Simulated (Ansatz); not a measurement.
# S in place of P at several sites of the unslipped end of a generalised stacking fault on (111) (glide set) of a GaP-AlP solid solution (72 atoms), part 2 of 2

At which site of the unslipped end of a generalised stacking fault on (111) (glide set) of a GaP-AlP solid solution (72 atoms) does S in place of P cost least, and what about the site decides it?

Ansatz 0.2.0; Kohn-Sham DFT, revPBE, PAW (set soft_2), plane waves.

So far. Step 2 (Single point at the start): The r.m.s. force at the start is 0.31 eV/Å. Step 3 (Relaxation): The relaxation converged after 3 steps, 0.819 eV below its start, with a largest force component of 0.020 eV/Å.

**5. S on a site of P, site P14**

The site has 4 bonded neighbours (Al2Ga2) at 2.37 Å on average, by cutoffs that count no bonds between two metal atoms or like ions. The change is made in the relaxed cell and the atoms are relaxed again.

The input, input.yaml:

```yaml
crystal:
  lattice:
    - [6.68331, 0.0, 0.0]
    - [0.0, 11.57583, 0.0]
    - [0.0, 0.0, 19.10326]
  atoms:
    [... atom lines 1 to 10 left out ...]
    - { symbol: Al, position: [0.50013, 0.49965, 0.01569] }
    - { symbol: P, position: [0.49961, 0.50013, 0.14004] }
    - { symbol: Ga, position: [0.83275, 0.4998, 0.18272] }
    - { symbol: S, position: [0.83181, 0.49987, 0.30728] }
    - { symbol: Al, position: [0.99992, 0.33314, 0.01555] }
    - { symbol: P, position: [0.99989, 0.33336, 0.13986] }
    - { symbol: Ga, position: [0.3325, 0.33337, 0.18274] }
    [... atom lines 18 to 72 left out ...]
kpoints:
  mp_grid: { grid: [2, 1, 1] }
hamiltonian:
  xc: revpbe
scf:
  occupations: { method: fermi_dirac, width: 0.025 }
output:
  forces: true
  eigenvalues: true
relax:
  f_tol: 0.05
  max_steps: 90
```

The run is started by

```console
ansatz run input.yaml --threads 4 --pin off --max-ram 15872MiB --backend cpu --events-out ev --progress --plain --runs-dir out
```

Numbers of over 12 decimals in the logs are rounded to 6 here.

The program printed:

```text
[...]
Crystal: 72 atoms, lattice volume = 1477.921 Å³
Basis set: ecut = 420 eV, 28923 PW (Γ), exchange–correlation on 90×160×256 points (8 copies of the dense FFT grid, shifted against one another)
Bands: 307, of which v1, the nominal top of the filled ones, is band 235 counted from 1 (234 counted from 0)
Symmetry: 1 space group operations
[...]
k-points: 2
[...]
SCF iter   1: F=—  HF=-105348.752183 eV  |F-HF|=—  |Δ(HF+E_count)|=         —  Δρ=2.63e-3  dr2=9.26e-2  ethr=1.77e-3  ⟨swp⟩=8.0  Hψ=2841  notcnv=0  defer=46
[...]
SCF iter   5: F=—  HF=-105348.762567 eV  |F-HF|=—  |Δ(HF+E_count)|=   3.72e-4  Δρ=7.05e-5  dr2=2.53e-4  ethr=1.57e-7  ⟨swp⟩=2.5  Hψ=1018  notcnv=0  defer=109
SCF iter   6: F=-105348.762645 eV  HF=-105348.762653 eV  |F-HF|=7.52e-6  |Δ(HF+E_count)|=   8.57e-5  Δρ=3.19e-5  dr2=4.60e-5  ethr=1.33e-8  ⟨swp⟩=12.0  Hψ=3704  notcnv=0
SCF 1 converged in 6 iterations: F = -105348.762645 eV  dr2 = 4.60e-5
[...]
relax step   1: F+E_penalty+E_count = -105348.76264548 eV  Δ(F+E_penalty+E_count) = +0.000e0 eV  max|allowed force component| = 1.025e0 eV/Å  Δτ_max = 0.0000 Å  (6 SCF iters, dr2 threshold 6.25e-5 eV, accepted)
[...]
relax step   2: F+E_penalty+E_count = -105348.90900932 eV  Δ(F+E_penalty+E_count) = -1.464e-1 eV  max|allowed force component| = 3.903e-1 eV/Å  Δτ_max = 0.0839 Å  (5 SCF iters, dr2 threshold 6.56e-5 eV, accepted)
[...]
relax step   3: F+E_penalty+E_count = -105348.93318226 eV  Δ(F+E_penalty+E_count) = -2.417e-2 eV  max|allowed force component| = 7.467e-2 eV/Å  Δτ_max = 0.0526 Å  (6 SCF iters, dr2 threshold 9.52e-6 eV, accepted)
[...]
relax step   4: F+E_penalty+E_count = -105348.93509519 eV  Δ(F+E_penalty+E_count) = -1.913e-3 eV  max|allowed force component| = 3.429e-2 eV/Å  Δτ_max = 0.0235 Å  (8 SCF iters, accepted)
SCF converged after 8 iterations
Free energy (F): -105348.935095 eV
[...]
Internal energy: -105348.934818 eV  (E = F + TS)
E sigma→0 (E₀):  -105348.934956 eV
Entropy (-TS):   -0.000278 eV (-0.004 meV/atom)
Fermi energy:    7.786780 eV
[...]
Σ components = -105348.935095   (vs F -105348.935095, Δ=0.00e0)
--- Forces (eV/Å), atoms counted from 1 ---
  atom   1  Al     0.00176976    -0.00255511    -0.01506030
  atom   2  P     -0.01321658     0.01678898     0.01890477
  atom   3  Ga     0.02482524    -0.00590572    -0.01223881
  atom   4  P     -0.02736120    -0.02328693     0.00525406
[...]
atom  72  P      0.00636442     0.02725688    -0.00997566
  max |Σ_I F_I| component: 2.71e-5 eV/Å
--- Band table (eV) ---
[...]
--- Relaxed structure (4 steps of the walk, 4 accepted, 0 SCFs on fresh bases) ---
  F+E_penalty+E_count = -105348.93509519 eV   max|allowed force component| = 3.429e-2 eV/Å
  atoms:
    - { symbol: Al, position: [0.499197, 0.167267, 0.015671] }
    - { symbol: P, position: [0.496946, 0.166423, 0.140029] }
    - { symbol: Ga, position: [0.829042, 0.166073, 0.182488] }
    - { symbol: P, position: [0.834436, 0.168242, 0.306799] }
[...]
- { symbol: P, position: [0.166163, 0.833279, 0.973481] }
```

The job ended after 2.1 min (4 threads of Arm Neoverse V1, shared host; peak memory 4.6 GiB; 8.3 min of CPU time).

The relaxation converged after 4 steps, 0.172 eV below its start, with a largest force component of 0.034 eV/Å.

The surroundings of the S atom, after relaxation, nearest first, numbered as they follow in the input and with coordinates relative to it.

| atom | x | y | z | distance (Å) | bonds |
| --- | --- | --- | --- | --- | --- |
| S14 | 0.00 | 0.00 | 0.00 | 0.00 | 4 |
| Al19 | -1.12 | -1.95 | 0.82 | 2.39 | 4 |
| Al41 | -1.12 | 1.95 | 0.82 | 2.39 | 4 |
| Ga43 | 2.33 | 0.00 | 0.91 | 2.50 | 4 |
| Ga13 | -0.04 | 0.00 | -2.51 | 2.51 | 4 |
| P4 | 0.01 | -3.84 | 0.00 | 3.84 | 4 |
| P36 | 0.01 | 3.84 | 0.00 | 3.84 | 4 |
| P18 | -3.34 | -1.92 | 0.01 | 3.85 | 4 |
| P40 | -3.34 | 1.92 | 0.00 | 3.85 | 4 |
| P40 | 3.35 | 1.92 | 0.00 | 3.86 | 4 |

The column of bonds counts only the pairs P-Al within 2.77 Å, P-Ga within 2.77 Å, Al-S within 2.77 Å, Ga-S within 2.93 Å; other neighbours, such as metal atoms beside each other in a compound, aren't counted, and periodic images can show an atom twice.

The largest move is 0.15 Å, by Ga13.

**6. S on a site of P, site P16**

The site has 4 bonded neighbours (AlGa3) at 2.37 Å on average. 

Input and log are left out; they have the form of those shown for this kind of step.

Wall time 2.5 min (4 threads of Arm Neoverse V1, shared host); peak memory 4.6 GiB.

The relaxation converged after 5 steps, 0.160 eV below its start, with a largest force component of 0.025 eV/Å.

**7. S on a site of P, site P54**

The site has 4 bonded neighbours (Al3Ga) at 2.37 Å on average. 

input.yaml, the sections that differ from step 5:

```yaml
crystal:
  lattice:
    - [6.68331, 0.0, 0.0]
    - [0.0, 11.57583, 0.0]
    - [0.0, 0.0, 19.10326]
  atoms:
    [... atom lines 1 to 50 left out ...]
    - { symbol: Al, position: [0.33362, 0.33357, 0.68245] }
    - { symbol: P, position: [0.33334, 0.3331, 0.80671] }
    - { symbol: Ga, position: [0.66689, 0.33327, 0.84889] }
    - { symbol: S, position: [0.6666, 0.33317, 0.97375] }
    - { symbol: Al, position: [0.167, 0.1666, 0.8491] }
    - { symbol: P, position: [0.16711, 0.16669, 0.9734] }
    - { symbol: Al, position: [0.16713, 0.83299, 0.34893] }
    [... atom lines 58 to 72 left out ...]
# kpoints, hamiltonian, scf, output, relax: as in step 5
```

The program printed:

```text
[...]
Crystal: 72 atoms, lattice volume = 1477.921 Å³
Basis set: ecut = 420 eV, 28923 PW (Γ), exchange–correlation on 90×160×256 points (8 copies of the dense FFT grid, shifted against one another)
Bands: 307, of which v1, the nominal top of the filled ones, is band 235 counted from 1 (234 counted from 0)
Symmetry: 1 space group operations
[...]
k-points: 2
[...]
SCF iter   1: F=—  HF=-105348.820349 eV  |F-HF|=—  |Δ(HF+E_count)|=         —  Δρ=2.62e-3  dr2=9.82e-2  ethr=1.77e-3  ⟨swp⟩=8.0  Hψ=2871  notcnv=0  defer=46
[...]
SCF iter   5: F=—  HF=-105348.824792 eV  |F-HF|=—  |Δ(HF+E_count)|=   3.36e-4  Δρ=7.88e-5  dr2=2.70e-4  ethr=1.79e-7  ⟨swp⟩=2.5  Hψ=1039  notcnv=0  defer=109
SCF iter   6: F=-105348.824884 eV  HF=-105348.824865 eV  |F-HF|=1.92e-5  |Δ(HF+E_count)|=   7.21e-5  Δρ=3.18e-5  dr2=3.03e-5  ethr=1.33e-8  ⟨swp⟩=12.0  Hψ=3975  notcnv=0
SCF 1 converged in 6 iterations: F = -105348.824884 eV  dr2 = 3.03e-5
[...]
relax step   1: F+E_penalty+E_count = -105348.82488378 eV  Δ(F+E_penalty+E_count) = +0.000e0 eV  max|allowed force component| = 1.081e0 eV/Å  Δτ_max = 0.0000 Å  (6 SCF iters, dr2 threshold 6.25e-5 eV, accepted)
[...]
relax step   2: F+E_penalty+E_count = -105348.95887634 eV  Δ(F+E_penalty+E_count) = -1.340e-1 eV  max|allowed force component| = 4.414e-1 eV/Å  Δτ_max = 0.0831 Å  (5 SCF iters, dr2 threshold 7.30e-5 eV, accepted)
[...]
relax step   3: F+E_penalty+E_count = -105348.97987216 eV  Δ(F+E_penalty+E_count) = -2.100e-2 eV  max|allowed force component| = 1.200e-1 eV/Å  Δτ_max = 0.0504 Å  (5 SCF iters, dr2 threshold 1.22e-5 eV, accepted)
[...]
relax step   4: F+E_penalty+E_count = -105348.98258579 eV  Δ(F+E_penalty+E_count) = -2.714e-3 eV  max|allowed force component| = 4.012e-2 eV/Å  Δτ_max = 0.0217 Å  (7 SCF iters, accepted)
SCF converged after 7 iterations
Free energy (F): -105348.982586 eV
[...]
Internal energy: -105348.982216 eV  (E = F + TS)
E sigma→0 (E₀):  -105348.982401 eV
Entropy (-TS):   -0.000370 eV (-0.005 meV/atom)
Fermi energy:    7.781681 eV
[...]
Σ components = -105348.982586   (vs F -105348.982586, Δ=0.00e0)
--- Forces (eV/Å), atoms counted from 1 ---
  atom   1  Al     0.01848747     0.03234013    -0.00874272
  atom   2  P     -0.00220221    -0.00724557     0.00879380
  atom   3  Ga    -0.00193782     0.00235424    -0.00334771
  atom   4  P     -0.00037673    -0.00188287     0.00341256
[...]
atom  72  P      0.00037500    -0.00118979    -0.00338135
  max |Σ_I F_I| component: 4.38e-5 eV/Å
--- Band table (eV) ---
[...]
--- Relaxed structure (4 steps of the walk, 4 accepted, 0 SCFs on fresh bases) ---
  F+E_penalty+E_count = -105348.98258579 eV   max|allowed force component| = 4.012e-2 eV/Å
  atoms:
    - { symbol: Al, position: [0.497471, 0.164088, 0.017095] }
    - { symbol: P, position: [0.499940, 0.167895, 0.140020] }
    - { symbol: Ga, position: [0.832432, 0.166027, 0.183794] }
    - { symbol: P, position: [0.834092, 0.166516, 0.307728] }
[...]
- { symbol: P, position: [0.167715, 0.833231, 0.973654] }
```

Run time: 2.1 min. Hardware: 4 threads; peak memory 4.6 GiB.

The relaxation converged after 4 steps, 0.158 eV below its start, with a largest force component of 0.040 eV/Å.

A closer look about the S atom, after relaxation: 10 atoms, nearest first, numbered in the order of the input, with positions taken from that point.

| atom | x | y | z | distance (Å) | bonds |
| --- | --- | --- | --- | --- | --- |
| S54 | 0.00 | 0.00 | 0.00 | 0.00 | 4 |
| Al15 | 2.25 | 0.00 | 0.84 | 2.41 | 4 |
| Al1 | -1.15 | -1.96 | 0.81 | 2.41 | 4 |
| Al11 | -1.15 | 1.96 | 0.82 | 2.41 | 4 |
| Ga53 | -0.04 | 0.00 | -2.55 | 2.55 | 4 |
| P70 | 3.33 | 1.91 | -0.02 | 3.84 | 4 |
| P56 | 3.33 | -1.91 | -0.03 | 3.84 | 4 |
| P68 | -0.01 | 3.84 | -0.02 | 3.84 | 4 |
| P32 | -0.01 | -3.84 | -0.02 | 3.84 | 4 |
| P56 | -3.35 | -1.91 | -0.03 | 3.86 | 4 |

The column of bonds counts only the pairs P-Al within 2.77 Å, P-Ga within 2.77 Å, Al-S within 2.83 Å, Ga-S within 2.93 Å; other neighbours, such as metal atoms beside each other in a compound, aren't counted, and periodic images can show an atom twice.

The largest move is 0.15 Å, by Ga53.

**8. S on a site of P, site P44**

The site has 4 bonded neighbours (Al2Ga2) at 2.37 Å on average. 

Input and log are left out; they have the form of those shown for this kind of step.

The job ended after 2 min (4 threads of Arm Neoverse V1, shared host; peak memory 4.6 GiB; 8 min of CPU time).

The relaxation converged after 4 steps, 0.161 eV below its start, with a largest force component of 0.038 eV/Å.

A closer look about the S atom, after relaxation: 10 atoms, nearest first, numbered in the order of the input, with positions taken from that point.

| atom | x | y | z | distance (Å) | bonds |
| --- | --- | --- | --- | --- | --- |
| S44 | 0.00 | 0.00 | 0.00 | 0.00 | 4 |
| Al49 | -1.12 | -1.95 | 0.81 | 2.39 | 4 |
| Al45 | 2.23 | -0.01 | 0.84 | 2.39 | 4 |
| Ga63 | -1.18 | 2.04 | 0.86 | 2.51 | 4 |
| Ga43 | -0.01 | -0.01 | -2.51 | 2.51 | 4 |
| P42 | 3.31 | 1.91 | 0.00 | 3.82 | 4 |
| P22 | 0.01 | -3.84 | 0.00 | 3.84 | 4 |
| P20 | -3.34 | -1.91 | -0.01 | 3.85 | 4 |
| P20 | 3.34 | -1.91 | -0.01 | 3.85 | 4 |
| P58 | 0.01 | 3.87 | -0.01 | 3.87 | 4 |

The column of bonds counts only the pairs P-Al within 2.77 Å, P-Ga within 2.77 Å, Al-S within 2.77 Å, Ga-S within 2.93 Å; other neighbours, such as metal atoms beside each other in a compound, aren't counted, and periodic images can show an atom twice.

The largest move is 0.14 Å, by Ga43.

**9. The sites compared**

All these cells hold the same atoms, so their energies can be compared with no chemical potential.

| site | neighbours | mean distance (Å) | atoms within 6 Å | energy over the best site (eV) | before relaxation (eV) | gain on relaxing (eV) |
| --- | --- | --- | --- | --- | --- | --- |
| P54 | Al3Ga | 2.37 | 46 | 0.00 | 0.00 | 0.16 |
| P44 | Al2Ga2 | 2.37 | 46 | 0.05 | 0.05 | 0.16 |
| P14 | Al2Ga2 | 2.37 | 45 | 0.05 | 0.06 | 0.17 |
| P16 | AlGa3 | 2.37 | 46 | 0.11 | 0.11 | 0.16 |

Neighbours are those of the relaxed host within 2.77 Å (P-Al), 2.77 Å (P-Ga); other pairs aren't counted.

**10. Findings**

The cheapest site is P54 (4 neighbours, Al3Ga); the dearest, P16 (4 neighbours, AlGa3), costs 0.11 eV more. The make-up of the first shell tracks the energy: each Al neighbour changes it by about -0.06 eV, over 3 kinds of shell. Relaxation gains 0.16 to 0.17 eV and leaves the best site the same.

**Limits.** Defects are neutral and interact with their images. Only 4 of the 36 P sites were tried; unless symmetry makes the others alike to these, a cheaper one may exist. The change leaves an odd electron count, and these runs have no spin polarisation. The stress is far from hydrostatic: its diagonal is 2.8, 4.6, 1.6 GPa, compression counted positive. Atoms were free to move along the slip, so the relaxation can undo part or all of it. The host structure and its lattice constant were typed by rule, without a check against the phase diagram. The pressure of 3.0 GPa says that the cell would expand at this level of theory.

The DFT runs together took 11 min of wall time.

[Logs are printed without paths, hosts, clocks, repeated set-up lines and the standing remarks that a program may print on its own settings, such as how far it seeks lower states.]

[Hosts, paths, dates, database ids (printed as entryN), source tags and the programs' standing remarks are cut or masked in the printed files.]
